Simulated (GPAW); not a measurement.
Crystal: SrCl2.

```
Sr Cl
1.0
     0.00000    3.48835    3.48835
     3.48835    0.00000    3.48835
     3.48835    3.48835    0.00000
Sr Cl
1 2
Direct
  0.00000 0.00000 0.00000
  0.75000 0.75000 0.75000
  0.25000 0.25000 0.25000
```

Base run:

```yaml
Program: GPAW 26.7.0
Functional: PBE
Potentials_or_basis: GPAW PAW data sets (gpaw-data 1.2.1)
Cutoff: 600 eV
Basis: pw
k_mesh: 7 × 7 × 7
Occupations: fermi-dirac, width 0.05 eV
Spin: no spin polarisation
```

Its results: band gap on the k mesh 5.38 eV, indirect (least direct gap 5.68 eV); pressure 1.1 GPa.

Problem. The run is repeated on the same cell with these changes: functional from PBE to LDA; potentials or basis from GPAW PAW data sets (gpaw-data 1.2.1) to the program's PAW data sets (release 1.2.1) made for this functional. What comes out?

Solution. Band gap on the k mesh 4.92 eV, indirect (least direct gap 5.23 eV); pressure -2.8 GPa.

Caveats: an odd mesh through Γ misses points on the zone boundary, where band edges often lie (some runs).
